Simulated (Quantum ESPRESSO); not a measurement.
# SiC (Moissanite 3C) (F-43m) in Quantum ESPRESSO: further runs, part 2 of 3

Quantum ESPRESSO 7.5. The steps go on from the part before.

## Step 4: Dielectric tensor, PBEsol

Contents of pw.in:

```
&CONTROL
  calculation = 'scf'
  prefix = 'pwscf'
  outdir = './tmp'
  pseudo_dir = './pseudo'
  tprnfor = .true.
  tstress = .true.
  disk_io = 'low'
/
&SYSTEM
  ibrav = 0
  nat = 2
  ntyp = 2
  ecutwfc = 45
  ecutrho = 360
  nbnd = 9
  occupations = 'smearing'
  smearing = 'fd'
  degauss = 0.00367493
/
&ELECTRONS
  conv_thr = 4d-10
  electron_maxstep = 120
  mixing_beta = 0.5
/
ATOMIC_SPECIES
Si    28.0850 si_pbesol_v1.uspp.F.UPF
C     12.0110 c_pbesol_v1.2.uspp.F.UPF
CELL_PARAMETERS bohr
   0.0000000000    4.1177132256    4.1177132256
   4.1177132256    0.0000000000    4.1177132256
   4.1177132256    4.1177132256    0.0000000000
ATOMIC_POSITIONS bohr
Si     0.0000000000    0.0000000000    0.0000000000
C      6.1765698383    6.1765698383    6.1765698383
K_POINTS automatic
8 8 8 1 1 1
```

Contents of scf2.in:

```
&CONTROL
  calculation = 'scf'
  prefix = 'pwscf'
  outdir = './tmp'
  pseudo_dir = './pseudo'
  tprnfor = .true.
  tstress = .true.
  disk_io = 'low'
/
&SYSTEM
  ibrav = 0
  nat = 2
  ntyp = 2
  ecutwfc = 45
  ecutrho = 360
  nbnd = 9
  occupations = 'fixed'
/
&ELECTRONS
  conv_thr = 1d-13
  electron_maxstep = 120
  mixing_beta = 0.5
  startingpot = 'file'
  startingwfc = 'file'
/
ATOMIC_SPECIES
Si    28.0850 si_pbesol_v1.uspp.F.UPF
C     12.0110 c_pbesol_v1.2.uspp.F.UPF
CELL_PARAMETERS bohr
   0.0000000000    4.1177132256    4.1177132256
   4.1177132256    0.0000000000    4.1177132256
   4.1177132256    4.1177132256    0.0000000000
ATOMIC_POSITIONS bohr
Si     0.0000000000    0.0000000000    0.0000000000
C      6.1765698383    6.1765698383    6.1765698383
K_POINTS automatic
8 8 8 1 1 1
```

Contents of ph.in:

```
dielectric of SiC
&INPUTPH
  prefix = 'pwscf'
  outdir = './tmp'
  tr2_ph = 1d-18
  fildyn = 'dyn'
  niter_ph = 90
  alpha_mix(1) = 0.7
  epsil = .true.
  trans = .false.
  zeu = .true.
/
0.0000000000 0.0000000000 0.0000000000
```

Potentials or basis: GBRV 1.5 PBEsol.

Started as:

```bash
> OMP_NUM_THREADS=1 pw.x -in pw.in > pw.out
> OMP_NUM_THREADS=1 pw.x -in scf2.in > scf2.out
> OMP_NUM_THREADS=1 ph.x -in ph.in > ph.out
```

pw.out:

```text
This program is part of the open-source Quantum ESPRESSO suite
     for quantum simulation of materials; please cite
[... 9 lines left out ...]
     --------------------
     sticks:   dense  smooth     PW     G-vecs:    dense   smooth      PW
     Sum         847     421    151                16145     5769    1139

     Using Slab Decomposition

     bravais-lattice index     =            0
     lattice parameter (alat)  =       5.8233  a.u.
     unit-cell volume          =     139.6363 (a.u.)^3
     number of atoms/cell      =            2
     number of atomic types    =            2
     number of electrons       =         8.00
     number of Kohn-Sham states=            9
     kinetic-energy cutoff     =      45.0000  Ry
     charge density cutoff     =     360.0000  Ry
     scf convergence threshold =      4.0E-10
     mixing beta               =       0.5000
     number of iterations used =            8  plain     mixing
     Exchange-correlation= SLA  PW   PSX  PSC
                           (   1   4  10   8   0   0   0)

     celldm(1)=   5.823326  celldm(2)=   0.000000  celldm(3)=   0.000000
     celldm(4)=   0.000000  celldm(5)=   0.000000  celldm(6)=   0.000000

     crystal axes: (cart. coord. in units of alat)
               a(1) = (   0.000000   0.707107   0.707107 )
               a(2) = (   0.707107   0.000000   0.707107 )
               a(3) = (   0.707107   0.707107   0.000000 )

     reciprocal axes: (cart. coord. in units 2 pi/alat)
               b(1) = ( -0.707107  0.707107  0.707107 )
               b(2) = (  0.707107 -0.707107  0.707107 )
               b(3) = (  0.707107  0.707107 -0.707107 )

     PseudoPot. # 1 for Si read from file:
     si_pbesol_v1.uspp.F.UPF
     Pseudo is Ultrasoft + core correction, Zval =  4.0
     Generated by new atomic code, or converted to UPF format
     Using radial grid of  899 points,  6 beta functions with:
                l(1) =   0
                l(2) =   0
                l(3) =   1
                l(4) =   1
                l(5) =   2
                l(6) =   2
     Q(r) pseudized with  8 coefficients,  rinner =    0.900   0.900   0.900
                                                       0.900   0.900

     PseudoPot. # 2 for C  read from file:
     c_pbesol_v1.2.uspp.F.UPF
     Pseudo is Ultrasoft + core correction, Zval =  4.0
     Generated by new atomic code, or converted to UPF format
     Using radial grid of  721 points,  4 beta functions with:
                l(1) =   0
                l(2) =   0
                l(3) =   1
                l(4) =   1
     Q(r) pseudized with  8 coefficients,  rinner =    1.100   1.100   1.100

     atomic species   valence    mass     pseudopotential
     Si                4.00    28.08500     Si( 1.00)
     C                 4.00    12.01100     C ( 1.00)

     24 Sym. Ops. (no inversion) found

   Cartesian axes

     site n.     atom                  positions (alat units)
         1        Si     tau(   1) = (   0.0000000   0.0000000   0.0000000  )
         2        C      tau(   2) = (   1.0606602   1.0606602   1.0606602  )

     number of k points=    60  Fermi-Dirac smearing, width (Ry)=  0.0037
                       cart. coord. in units 2pi/alat
        k(    1) = (   0.0441942   0.0441942   0.0441942), wk =   0.0078125
        k(    2) = (   0.1325825   0.1325825  -0.0441942), wk =   0.0234375
        k(    3) = (   0.2209709   0.2209709  -0.1325825), wk =   0.0234375
        k(    4) = (   0.3093592   0.3093592  -0.2209709), wk =   0.0234375
        k(    5) = (  -0.3093592  -0.3093592   0.3977476), wk =   0.0234375
        k(    6) = (  -0.2209709  -0.2209709   0.3093592), wk =   0.0234375
[... 52 lines left out ...]
        k(   59) = (   0.3093592   0.3093592   0.3093592), wk =   0.0078125
        k(   60) = (  -0.3093592  -0.3093592   0.9280777), wk =   0.0234375

     Dense  grid:    16145 G-vectors     FFT dimensions: (  36,  36,  36)

     Smooth grid:     5769 G-vectors     FFT dimensions: (  25,  25,  25)

     Initial potential from superposition of free atoms

     starting charge       7.9993, renormalised to       8.0000
     Starting wfcs are    8 randomized atomic wfcs +    1 random wfcs

     Self-consistent Calculation

     iteration #  1     ecut=    45.00 Ry     beta= 0.50
     Davidson diagonalization with overlap
     ethr =  1.00E-02,  avg # of iterations =  5.1

     total energy              =     -20.97042271 Ry
     estimated scf accuracy    <       0.42628474 Ry

     iteration #  2     ecut=    45.00 Ry     beta= 0.50
     Davidson diagonalization with overlap
     ethr =  5.33E-03,  avg # of iterations =  1.6

     total energy              =     -21.07081765 Ry
     estimated scf accuracy    <       0.02283078 Ry

     iteration #  3     ecut=    45.00 Ry     beta= 0.50
     Davidson diagonalization with overlap
     ethr =  2.85E-04,  avg # of iterations =  2.3

     total energy              =     -21.07366284 Ry
     estimated scf accuracy    <       0.00267281 Ry

     iteration #  4     ecut=    45.00 Ry     beta= 0.50
     Davidson diagonalization with overlap
     ethr =  3.34E-05,  avg # of iterations =  2.1

     total energy              =     -21.07383735 Ry
     estimated scf accuracy    <       0.00012171 Ry

     iteration #  5     ecut=    45.00 Ry     beta= 0.50
     Davidson diagonalization with overlap
     ethr =  1.52E-06,  avg # of iterations =  4.3
[... 8 lines left out ...]
     total energy              =     -21.07390694 Ry
     estimated scf accuracy    <       0.00000004 Ry

     iteration #  7     ecut=    45.00 Ry     beta= 0.50
     Davidson diagonalization with overlap
     ethr =  5.25E-10,  avg # of iterations =  3.1

     total energy              =     -21.07390697 Ry
     estimated scf accuracy    <       0.00000004 Ry

     iteration #  8     ecut=    45.00 Ry     beta= 0.50
     Davidson diagonalization with overlap
     ethr =  4.76E-10,  avg # of iterations =  1.5

     total energy              =     -21.07390698 Ry
     estimated scf accuracy    <          4.8E-10 Ry

     iteration #  9     ecut=    45.00 Ry     beta= 0.50
     Davidson diagonalization with overlap
     ethr =  5.95E-12,  avg # of iterations =  2.7

     End of self-consistent calculation

          k = 0.0442 0.0442 0.0442 (   722 PWs)   bands (ev):

    -5.9423   8.9730   9.3463   9.3463  15.7612  16.7007  16.7420  16.7420
    23.3452

          k = 0.1326 0.1326-0.0442 (   705 PWs)   bands (ev):

    -5.5361   7.4248   8.6460   9.2946  15.9838  16.8429  16.9476  17.8061
    21.6406

          k = 0.2210 0.2210-0.1326 (   715 PWs)   bands (ev):

    -4.5514   4.6319   8.1536   8.9047  15.4806  17.0989  17.1983  18.8194
    21.7568

          k = 0.3094 0.3094-0.2210 (   718 PWs)   bands (ev):

    -3.1460   1.9927   7.9365   8.4802  15.1008  16.5662  16.7869  19.6005
    23.9967

          k =-0.3094-0.3094 0.3977 (   715 PWs)   bands (ev):

    -2.4003   0.9219   8.0229   8.2213  14.9576  16.2642  16.7988  19.6948
    24.9511

          k =-0.2210-0.2210 0.3094 (   717 PWs)   bands (ev):

    -3.6355   2.8002   8.2256   8.3615  15.0908  16.5324  17.2791  19.3490
    22.9468
[... 86 lines left out ...]
          k = 0.0442-0.4861 0.5745 (   711 PWs)   bands (ev):

    -1.0082   2.1286   3.9686   6.5075  12.7812  17.1572  20.3787  21.7795
    22.5017

          k = 0.1326-0.3977 0.4861 (   708 PWs)   bands (ev):

    -1.7541   1.6300   5.3178   7.3430  14.0867  17.3129  19.2822  20.4032
    22.8148

          k = 0.2210-0.3094 0.3977 (   713 PWs)   bands (ev):

    -2.5792   1.4442   7.4107   8.1095  15.0914  16.1343  17.3673  20.0118
    23.8668

          k =-0.6629 0.0442 0.0442 (   712 PWs)   bands (ev):

    -1.1021   1.7908   5.8895   6.2485  10.9366  13.8787  23.0696  23.0962
    23.8900

          k =-0.5745 0.1326-0.0442 (   712 PWs)   bands (ev):

    -1.8677   2.7749   5.5080   6.2653  12.0625  15.0094  20.9985  22.3872
    23.4641

          k =-0.4861 0.2210-0.1326 (   711 PWs)   bands (ev):

    -2.4277   2.5276   5.9065   7.1122  13.6598  17.2819  18.7462  19.9656
    23.0790

          k =-0.4861 0.0442 0.0442 (   711 PWs)   bands (ev):

    -3.0233   4.0546   6.5049   6.7371  11.9901  14.6119  21.2488  21.4506
    22.7845

          k =-0.3977 0.1326-0.0442 (   713 PWs)   bands (ev):

    -3.7749   4.6873   6.6862   7.4745  13.6303  16.1214  18.8683  20.0847
    22.1119

          k =-0.3094 0.0442 0.0442 (   704 PWs)   bands (ev):

    -4.7354   6.3531   7.7768   7.8360  14.1103  16.2936  18.9099  19.2094
    20.7018

          k = 0.1326 0.1326 0.1326 (   712 PWs)   bands (ev):

    -5.3358   6.5452   8.9990   8.9990  15.5939  17.2172  17.2172  17.9586
    22.2140

          k = 0.2210 0.2210 0.0442 (   712 PWs)   bands (ev):

    -4.7419   5.5715   7.3768   9.0694  16.1992  16.9669  17.2814  18.3245
    20.8384

          k = 0.3094 0.3094-0.0442 (   718 PWs)   bands (ev):

    -3.6115   3.9066   5.9398   8.5597  15.5181  17.3828  17.8154  18.9154
    21.2286

          k =-0.3094-0.3094 0.5745 (   708 PWs)   bands (ev):

    -2.2437   1.7891   5.8157   7.9180  14.4367  17.3750  18.0789  20.4014
    23.6683

          k =-0.2210-0.2210 0.4861 (   712 PWs)   bands (ev):
[... 99 lines left out ...]
          k =-0.1326-0.3094 0.7513 (   713 PWs)   bands (ev):

    -1.1187   2.2450   4.0025   6.1782  13.9883  17.8613  19.5732  20.4865
    22.5033

          k =-0.8397 0.2210 0.2210 (   708 PWs)   bands (ev):

    -1.5965   1.7556   4.9774   7.2437  13.2678  18.0026  19.4656  20.1818
    22.9435

          k = 0.3094 0.3094 0.3094 (   715 PWs)   bands (ev):

    -2.7563   1.2681   8.3727   8.3727  14.8091  16.6116  16.6116  19.3247
    25.1990

          k =-0.3094-0.3094 0.9281 (   709 PWs)   bands (ev):

    -2.2311   1.1075   7.0558   8.0563  14.8524  16.4718  17.3207  20.2990
    24.4872

     the Fermi energy is    10.1423 ev

!    total energy              =     -21.07390698 Ry
     estimated scf accuracy    <          1.8E-11 Ry
     smearing contrib. (-TS)   =      -0.00000000 Ry
     internal energy E=F+TS    =     -21.07390698 Ry

     The total energy is F=E-TS. E is the sum of the following terms:
     one-electron contribution =       5.61055271 Ry
     hartree contribution      =       2.29482946 Ry
     xc contribution           =      -8.04806738 Ry
     ewald contribution        =     -20.93122177 Ry

     convergence has been achieved in   9 iterations

     Forces acting on atoms (cartesian axes, Ry/au):

     atom    1 type  1   force =     0.00000000    0.00000000    0.00000000
     atom    2 type  2   force =     0.00000000    0.00000000    0.00000000

     Total force =     0.000000     Total SCF correction =     0.000000

     Computing stress (Cartesian axis) and pressure

          total   stress  (Ry/bohr**3)                   (kbar)     P=       -2.44
  -0.00001661  -0.00000000  -0.00000000           -2.44       -0.00       -0.00
  -0.00000000  -0.00001661  -0.00000000           -0.00       -2.44       -0.00
  -0.00000000  -0.00000000  -0.00001661           -0.00       -0.00       -2.44

=------------------------------------------------------------------------------=
   JOB DONE.
=------------------------------------------------------------------------------=
```

Run time: 41 s. Hardware: 1 thread of Arm Neoverse V1, shared host; peak memory 0.09 GiB.

Results:

- Free energy: -286.7251 eV
- Pressure: -0.2 GPa
- Electronic dielectric tensor (diagonal): 7.04
- Born charges (mean of the diagonal): Si +2.72; C -2.72 e

Electronic dielectric tensor:
```
7.04 0.00 0.00
0.00 7.04 0.00
0.00 0.00 7.04
```

Born effective charge tensors (e):
atom 1, Si
```
2.72 0.00 0.00
0.00 2.72 0.00
0.00 0.00 2.72
```
atom 2, C
```
-2.72  0.00  0.00
 0.00 -2.72  0.00
 0.00  0.00 -2.72
```

(Part 2 of 3 ends here.)
